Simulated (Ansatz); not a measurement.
SiGe: enthalpy under pressure, worked through

The calculation used DFT PBEsol, scalar-relativistic, plane waves, PAW (Ansatz). Settings: 420 eV cutoff, 12×12×6 k-mesh, Gaussian smearing of 0.02 eV, no spin polarisation.

The relaxed crystal:

```xyz
4
Lattice="3.9006 0.0000 0.0000 -1.9503 3.3780 0.0000 0.0000 0.0000 6.4434" Properties=species:S:1:pos:R:3 pbc="T T T"
Si    1.9503    1.1260    5.6350
Si    0.0000    2.2520    2.4133
Ge    1.9503    1.1260    3.2246
Ge    0.0000    2.2520    0.0029
```

Cell and atoms were relaxed at each target pressure within the start's symmetry (P6_3mc), at zero temperature; other phases can be more stable under pressure. H = E + PV with P the target; E is the free energy at the smearing used, whose derivative the pressure is, per atom and counted from zero pressure. The mesh named is that at zero pressure; some other pressures ran on another.

```
P (GPa) V (Å³/atom) E − E0 (meV) H − H0 (meV)
      0       21.225           0.0           0.0
      3       20.508           6.5         390.5
      8       19.550          38.8        1015.0
     15       18.511         112.4        1845.4
     30       16.923         330.2        3499.1
     60       14.915         878.7        6464.2
```

Problem. Thermodynamics gives dH/dP = V along a relaxed path. Integrate V over P by the trapezoid rule and compare with the computed enthalpies.

Solution. With 1 eV/Å³ = 160.22 GPa, each step adds the mean volume times ΔP / 160.22:
```tsv
P (GPa)	∫V dP (meV)	H − H0 (meV)	difference (meV)
3	390.7	390.5	0.2
8	1015.8	1015.0	0.8
15	1847.2	1845.4	1.8
30	3506.0	3499.1	6.9
60	6486.8	6464.2	22.6
```

V(P) curves upward, so the trapezoid rule runs high; integrating a smooth curve through the same points puts that excess at about 22.6 meV at 60 GPa, against the 22.6 meV found.

Problem. At 60 GPa, how much of the enthalpy change is stored energy and how much is the PV term?

Solution. E rises by 879 meV/atom and PV is 60 × 14.915 / 160.22 = 5585 meV/atom, so PV makes 86 % of ΔH. So between rival structures at high pressure a small difference in volume can outweigh the difference in energy: 1 % of this volume is worth 55.9 meV/atom at this pressure.

Problem. What bulk modulus do the lowest pressures give?

Solution. From the pressures that the runs reached, -3.00 GPa (22.105 Å³) and 3.01 GPa (20.508 Å³), B = −ΔP/Δln V = 6.01 / 0.0750 = 80 GPa, a mean over that range.

Problem. The gap is 0.296 eV at -3.00 GPa and 0.288 eV at 3.01 GPa. What pressure coefficient and volume deformation potential follow?

Solution. dE_g/dP = -1.3 meV/GPa, and a_V = dE_g/d ln V = −B dE_g/dP = 0.10 eV. A gap that closes or barely moves under pressure is usual where the conduction edge lies away from the zone centre, has d character, or where the bands broaden faster than they shift. If the edges move to other points of the zone within the range, this is a mean of two slopes. Gaps are Kohn–Sham gaps over the whole zone.